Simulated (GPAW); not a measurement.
# Does CrGa15P16 (GaP32 Cr1) carry moments in GPAW?, part 2 of 2

Wanted: the moments of CrGa15P16 (GaP32 Cr1) and the energy gained by spin polarisation.

GPAW 26.7.0; PBE; plane waves with GPAW's PAW setups, scalar-relativistic.

So far. Step 2 (Start 1: ferro +): After 34 cycles the largest moment stands at 2.68 μB.

### 3. Start 2: no spin polarisation

A run without seeds gives the energy of the state without moments.

nospin.py reads:

```python
import json
import numpy as np
from ase import Atoms
from ase.parallel import paropen, parprint
from gpaw import GPAW

atoms = Atoms(['Cr', 'P', 'Ga', 'P', 'Ga', 'P', 'Ga', 'P', 'Ga', 'P', 'Ga', 'P', 'Ga', 'P', 'Ga', 'P', 'Ga', 'P', 'Ga', 'P', 'Ga', 'P', 'Ga', 'P', 'Ga', 'P', 'Ga', 'P', 'Ga', 'P', 'Ga', 'P'],
    cell=[[10.902, 0.0, 0.0],
         [0.0, 10.902, 0.0],
         [0.0, 0.0, 5.451]],
    scaled_positions=[[0.0, 0.0, 0.0],
         [0.125, 0.125, 0.25],
         [0.0, 0.25, 0.5],
         [0.125, 0.375, 0.75],
         [0.25, 0.0, 0.5],
         [0.375, 0.125, 0.75],
         [0.25, 0.25, 0.0],
         [0.375, 0.375, 0.25],
         [0.0, 0.5, 0.0],
         [0.125, 0.625, 0.25],
         [0.0, 0.75, 0.5],
         [0.125, 0.875, 0.75],
         [0.25, 0.5, 0.5],
         [0.375, 0.625, 0.75],
         [0.25, 0.75, 0.0],
         [0.375, 0.875, 0.25],
         [0.5, 0.0, 0.0],
         [0.625, 0.125, 0.25],
         [0.5, 0.25, 0.5],
         [0.625, 0.375, 0.75],
         [0.75, 0.0, 0.5],
         [0.875, 0.125, 0.75],
         [0.75, 0.25, 0.0],
         [0.875, 0.375, 0.25],
         [0.5, 0.5, 0.0],
         [0.625, 0.625, 0.25],
         [0.5, 0.75, 0.5],
         [0.625, 0.875, 0.75],
         [0.75, 0.5, 0.5],
         [0.875, 0.625, 0.75],
         [0.75, 0.75, 0.0],
         [0.875, 0.875, 0.25]],
    pbc=True)
atoms.calc = GPAW(mode={'name': 'pw', 'ecut': 450},
    xc='PBE',
    kpts={'size': (3, 3, 5), 'gamma': True},
    occupations={'name': 'fermi-dirac', 'width': 0.05},
    convergence={'density': 1e-05, 'energy': 1e-05},
    maxiter=200,
    mixer={'name': 'pulay', 'beta': 0.05, 'nmaxold': 6, 'weight': 50},
    symmetry={'tolerance': 1e-4},
    txt='nospin.txt')
e = atoms.get_potential_energy(force_consistent=True)
res = {'free_energy': e, 'energy_sigma0': atoms.get_potential_energy(), 'fermi_energy': atoms.calc.get_fermi_level()}
parprint(f'free energy: {e:.6f} eV')
atoms.calc.write('nospin.gpw')
with paropen('results.json', 'w') as f:
    json.dump(res, f)
```

Started as:

```
$ OMP_NUM_THREADS=1 mpirun -n 4 gpaw python nospin.py > nospin.log
```

Numbers of over 12 decimals in the logs are rounded to 6 here.

The log of the run:

```text
free energy: -148.861465 eV

--- nospin.txt ---
Input parameters:
  mode=PW(ecut=450),
  convergence={'density': 1e-05, 'energy': 1e-05},
  kpts=MonkhorstPack(size=(3, 3, 5), gamma=True),
  maxiter=200,
  mixer=Pulay(name='pulay', nmaxold=6, beta=0.05, weight=50, sigma=0.015, g_ss=None),
  occupations=Occupations(name='fermi-dirac', width=0.05),
  symmetry=Symmetry(tolerance=0.0001),
  xc=XC(name='PBE')

Diagonalizing LCAO Hamiltonian
Converting LCAO to pw mode
        .--------------------------.
       /|                          |
      / |                          |
     /  |  P            P          |
    /   |      P             P     |
   /  Ga|           Ga             |
  /    P|        P   P         P   |
 *      .--Ga------------Ga--------.
 |     / P  P         P   P       /
 | Ga /      Ga Ga         Ga    /
 |   /        P            P    /
 |  /P  Ga        GP Ga        /
 | /      Ga           Ga     /
 |/                          /
 Cr-----------Ga------------*

Atoms  # Å, Bohr magnetons
|    | symbol |        x |        y |        z |    initial magnetic moments |
|----|--------|----------|----------|----------|-----------------------------|
|  0 |     Cr | 0.000000 | 0.000000 | 0.000000 | ( 0.0000,  0.0000,  0.0000) |
|  1 |      P | 1.362750 | 1.362750 | 1.362750 | ( 0.0000,  0.0000,  0.0000) |
|  2 |     Ga | 0.000000 | 2.725500 | 2.725500 | ( 0.0000,  0.0000,  0.0000) |
|  3 |      P | 1.362750 | 4.088250 | 4.088250 | ( 0.0000,  0.0000,  0.0000) |
|  4 |     Ga | 2.725500 | 0.000000 | 2.725500 | ( 0.0000,  0.0000,  0.0000) |
|  5 |      P | 4.088250 | 1.362750 | 4.088250 | ( 0.0000,  0.0000,  0.0000) |
|  6 |     Ga | 2.725500 | 2.725500 | 0.000000 | ( 0.0000,  0.0000,  0.0000) |
|  7 |      P | 4.088250 | 4.088250 | 1.362750 | ( 0.0000,  0.0000,  0.0000) |
|  8 |     Ga | 0.000000 | 5.451000 | 0.000000 | ( 0.0000,  0.0000,  0.0000) |
|  9 |      P | 1.362750 | 6.813750 | 1.362750 | ( 0.0000,  0.0000,  0.0000) |
| 10 |     Ga | 0.000000 | 8.176500 | 2.725500 | ( 0.0000,  0.0000,  0.0000) |
| 11 |      P | 1.362750 | 9.539250 | 4.088250 | ( 0.0000,  0.0000,  0.0000) |
| 12 |     Ga | 2.725500 | 5.451000 | 2.725500 | ( 0.0000,  0.0000,  0.0000) |
| 13 |      P | 4.088250 | 6.813750 | 4.088250 | ( 0.0000,  0.0000,  0.0000) |
| 14 |     Ga | 2.725500 | 8.176500 | 0.000000 | ( 0.0000,  0.0000,  0.0000) |
| 15 |      P | 4.088250 | 9.539250 | 1.362750 | ( 0.0000,  0.0000,  0.0000) |
| 16 |     Ga | 5.451000 | 0.000000 | 0.000000 | ( 0.0000,  0.0000,  0.0000) |
| 17 |      P | 6.813750 | 1.362750 | 1.362750 | ( 0.0000,  0.0000,  0.0000) |
| 18 |     Ga | 5.451000 | 2.725500 | 2.725500 | ( 0.0000,  0.0000,  0.0000) |
| 19 |      P | 6.813750 | 4.088250 | 4.088250 | ( 0.0000,  0.0000,  0.0000) |
| 20 |     Ga | 8.176500 | 0.000000 | 2.725500 | ( 0.0000,  0.0000,  0.0000) |
| 21 |      P | 9.539250 | 1.362750 | 4.088250 | ( 0.0000,  0.0000,  0.0000) |
| 22 |     Ga | 8.176500 | 2.725500 | 0.000000 | ( 0.0000,  0.0000,  0.0000) |
| 23 |      P | 9.539250 | 4.088250 | 1.362750 | ( 0.0000,  0.0000,  0.0000) |
| 24 |     Ga | 5.451000 | 5.451000 | 0.000000 | ( 0.0000,  0.0000,  0.0000) |
| 25 |      P | 6.813750 | 6.813750 | 1.362750 | ( 0.0000,  0.0000,  0.0000) |
| 26 |     Ga | 5.451000 | 8.176500 | 2.725500 | ( 0.0000,  0.0000,  0.0000) |
| 27 |      P | 6.813750 | 9.539250 | 4.088250 | ( 0.0000,  0.0000,  0.0000) |
| 28 |     Ga | 8.176500 | 5.451000 | 2.725500 | ( 0.0000,  0.0000,  0.0000) |
| 29 |      P | 9.539250 | 6.813750 | 4.088250 | ( 0.0000,  0.0000,  0.0000) |
| 30 |     Ga | 8.176500 | 8.176500 | 0.000000 | ( 0.0000,  0.0000,  0.0000) |
| 31 |      P | 9.539250 | 9.539250 | 1.362750 | ( 0.0000,  0.0000,  0.0000) |

Unit cell  # Å
| periodic |         x |         y |        z |   lengths |    angles |
|----------|-----------|-----------|----------|-----------|-----------|
|      yes | 10.902000 |  0.000000 | 0.000000 | 10.902000 | 90.000000 |
|      yes |  0.000000 | 10.902000 | 0.000000 | 10.902000 | 90.000000 |
|      yes |  0.000000 |  0.000000 | 5.451000 |  5.451000 | 90.000000 |

Number of symmetries: 8

BZ-sampling:
  Number of BZ points: 45
  Number of IBZ points: 9

  Monkhorst-Pack size: [3, 3, 5]
  Monkhorst-Pack shift: [0, 0, 0]

Plane wave coefficients: 14089
Cutoff: 450.000000 eV

Spin-components: 1 (collinear spins)
Bands:           83
Projectors:      161
Spin-degeneracy: 2
Datatype:        complex128

Parallelization:
  kpt:    2
  domain: 2
  band:   1

Density:
  Valence electrons: 131.0
  Components: 1
  Grid points: [54 54 27]
  Charge: 0.0  # |e|

Potential:
  Grid points: [54 54 27]

[... setups left out ...]
Reference energy: -970699.068923  # eV

eigensolver:
  PPCG
  Converge bands: occupied
  niter=2

density mixing:
  Pulay-Mixer
  Linear mixing parameters: 0.05
  Old densities: 6
  Fourier metric: weight=50, sigma=0.015

occupation numbers:
  Fermi-Dirac:
    width: 0.0500  # eV

poisson solver:
  ecut: 3600.000000  # eV

xc functional:
  name: PBE with 2 nearest neighbor stencil

convergence criteria:
- Maximum integral of absolute [dens]ity change: 1e-05 electrons / valence electron
- Maximum [total energy] change in last 3 cyles: 1e-05 eV / valence electron
- Maximum integral of absolute [eigenst]ate change: 4e-08 eV^2 / valence electron
maximum number of iterations: 200

SCF iterations
|iter     |      energy | eigst |  dens |
|---------|-------------|-------|-------|
|iter:   1|       0s | -154.547715 | +0.09 |       |
|iter:   2|      15s | -151.663292 | -1.03 | -0.79 |
|iter:   3|      29s | -150.579316 | -1.40 | -0.86 |
|iter:   4|      44s | -149.299602 | -1.67 | -0.93 |
|iter:   5|      59s | -148.898219 | -1.39 | -1.06 |
|iter:   6|      73s | -148.858693 | -1.79 | -1.31 |
|iter:   7|      88s | -148.912718 | -2.40 | -1.53 |
|iter:   8|     103s | -148.868746 | -2.12 | -1.66 |
|iter:   9|     118s | -148.830426 | -3.28 | -2.04 |
|iter:  10|     132s | -148.823916 | -3.30 | -2.22 |
|iter:  11|     147s | -148.821703 | -3.69 | -2.55 |
|iter:  12|     162s | -148.821818 | -4.82 | -2.69 |
|iter:  13|     177s | -148.821890c| -5.41 | -2.76 |
|iter:  14|     191s | -148.821895c| -5.24 | -2.82 |
|iter:  15|     206s | -148.821869c| -5.95 | -3.16 |
|iter:  16|     221s | -148.821858c| -6.80 | -3.26 |
|iter:  17|     236s | -148.821829c| -6.21 | -3.31 |
|iter:  18|     250s | -148.821835c| -7.01 | -3.78 |
|iter:  19|     265s | -148.821841c| -7.37 | -3.80 |
|iter:  20|     272s | -148.821842c| -7.46c| -3.94 |
|iter:  21|     287s | -148.821844c| -7.62c| -4.04 |
|iter:  22|     295s | -148.821844c| -8.12c| -4.14 |
|iter:  23|     309s | -148.821848c| -8.02c| -4.16 |
|iter:  24|     317s | -148.821848c| -8.66c| -4.42 |
|iter:  25|     324s | -148.821848c| -7.62c| -4.46 |
|iter:  26|     331s | -148.821848c| -7.87c| -4.69 |
|iter:  27|     339s | -148.821848c| -8.53c| -4.99 |
|iter:  28|     346s | -148.821848c| -8.84c| -4.99 |
|iter:  29|     354s | -148.821847c| -8.61c| -5.02c|

Converged in 29 steps
Energy contributions relative to reference atoms: (reference = -970699.068923)

Energy contributions:
  Kinetic:         354.127090
  Coulomb:        -315.591201
  Zero:              0.351280
  External:          0.000000
  Xc:             -187.669399
  Entropy:          -0.079235
  Spinorbit:         0.000000
  ----------------------------
  Free energy:    -148.861465
  Extrapolated:   -148.821847

dipole moment: (-109.939185, -109.939185, -110.521013)  # |e|*Ang

Fermi level: 5.441
Eigenvalues  # (at kpt = [0.000, 0.000, 0.000])
| band index |      eig [eV] | occ [0-2] |
|------------|---------------|-----------|
|          0 |        -7.480 |     2.000 |
|        ... |               |           |
|         58 |         3.670 |     2.000 |
|         59 |         3.670 |     2.000 |
|         60 |         3.737 |     2.000 |
|         61 |         4.575 |     2.000 |
|         62 |         4.630 |     2.000 |
|         63 |         4.630 |     2.000 |
|         64 |         5.161 |     1.993 |
|         65 |         5.169 |     1.991 |
|         66 |         6.123 |     0.000 |
|         67 |         6.240 |     0.000 |
|         68 |         6.240 |     0.000 |
|         69 |         6.805 |     0.000 |
|         70 |         6.898 |     0.000 |
|         71 |         6.898 |     0.000 |
|         72 |         6.914 |     0.000 |
|         73 |         6.972 |     0.000 |
|        ... |               |           |
|         82 |         8.416 |     0.000 |

No gap
No difference between direct/indirect transitions
```

Wall time 6.3 min (4 MPI ranks of Arm Neoverse N1, shared host); peak memory 1.4 GiB; 25 min of CPU time.

Numbers from this step:

- final state: non-magnetic (no spin polarisation)

It lies 711 meV a seeded atom over the first start.

### 4. Energies of the orders

These are free energies at a smearing of 0.05 eV, so its entropy term is in the differences. They are divided by the number of seeded atoms, so that cells of unlike size compare.

Orders:

```
               start    final state  typed order kept  energy over the lowest (meV a seeded atom)  largest site moment (μB)  net moment (μB a primitive cell)  mesh matched  CPU time (s)
             ferro +  ferromagnetic               yes                                           0                     2.678                                 3           yes          3439
no spin polarisation   non-magnetic                 -                                       711.5                         0                                 0           yes          1511
```

### 5. What came out

* lower run: with moments
* largest site moment: 2.68 μB
* energy gained by spin polarisation: 711 meV a seeded atom

**Reading.** The crystal holds moments, up to 2.68 μB, and gains 711 meV a seeded atom by them. No antiferromagnetic order was tried, so the session says nothing on how the moments order.

[Logs and program files are shortened in this print: banners, set-up blocks, solver, clock and traceback lines can be left out without a mark of their own.]

[Logs are printed without paths, hosts, clocks, repeated set-up lines and the standing remarks that a program may print on its own settings, such as how far it seeks lower states.]

[Hosts, paths, dates, database ids (printed as entryN), source tags and the programs' standing remarks are cut or masked in the printed files.]

[Where a cell is said to come from a database of computed structures, the database is the Materials Project.]
